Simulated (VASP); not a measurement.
Te2Mo: single point with r2SCAN+D3(BJ)

The system is Te2Mo, a slab with vacuum.

```
Te Mo
1.0
     3.56023    0.00000    0.00000
    -1.78012    3.08325    0.00000
     0.00000    0.00000   17.52406
Te Mo
2 1
Direct
  0.33333 0.66667 0.89786
  0.33333 0.66667 0.10214
  0.00000 0.00000 0.00000
```

```json
{
 "Program": "VASP 6.6.1",
 "Task": "single point",
 "Functional": "r2SCAN",
 "Dispersion": "D3(BJ)",
 "Potentials or basis": "VASP PAW PBE potentials, release 64 (Te, Mo_sv)",
 "Cutoff": "520 eV",
 "k mesh": "8 × 8 × 2",
 "Occupations": "methfessel-paxton, width 0.1 eV",
 "Spin": "no spin polarisation",
 "Dipole correction": "no",
 "Further INCAR settings": "ALGO = Normal; EDIFF = 1e-07; NBANDS = 20"
}
```

```json
{
 "Largest force": "0.017 eV/Å",
 "Band gap on the k mesh": "1.35 eV, direct",
 "Dispersion energy per atom": "-0.160 eV"
}
```

Forces in eV/Å, atoms in the order of the input:
```
Te   0.000  0.000  0.017
Te   0.000  0.000 -0.017
Mo   0.000  0.000  0.000
```

Levels at points of the mesh, in eV from the valence-band top:
| k point | band 9 | band 10 | band 11 | band 12 | band 13 | band 14 | band 15 | band 16 | band 17 | band 18 |
| --- | --- | --- | --- | --- | --- | --- | --- | --- | --- | --- |
| (0.00, 0.00, 0.00) | -1.73 | -1.66 | -0.92 | -0.92 | -0.31 | 3.27 | 3.27 | 3.58 | 3.58 | 4.82 |
| (0.50, 0.00, 0.00) | -3.41 | -2.39 | -1.61 | -0.66 | -0.37 | 1.56 | 1.95 | 3.65 | 3.96 | 4.39 |
| (0.00, 0.00, 0.50) | -1.73 | -1.66 | -0.92 | -0.92 | -0.31 | 3.27 | 3.27 | 3.58 | 3.58 | 5.01 |
| (0.50, 0.00, 0.50) | -3.41 | -2.39 | -1.61 | -0.66 | -0.37 | 1.56 | 1.95 | 3.65 | 3.96 | 4.39 |

Wall time 9.3 min on 1 thread of Intel(R) Xeon(R) Platinum 8259CL CPU @ 2.50GHz (Skylake/Cascade Lake), on a shared host, peak memory 0.4 GiB.

Caveat: the PAW data sets were made with another functional, which shifts forces and pressure a little; spin-orbit coupling is left out, which moves the levels of the heavy elements. r2SCAN opens gaps a little over a GGA but as a rule still falls short of measured ones.
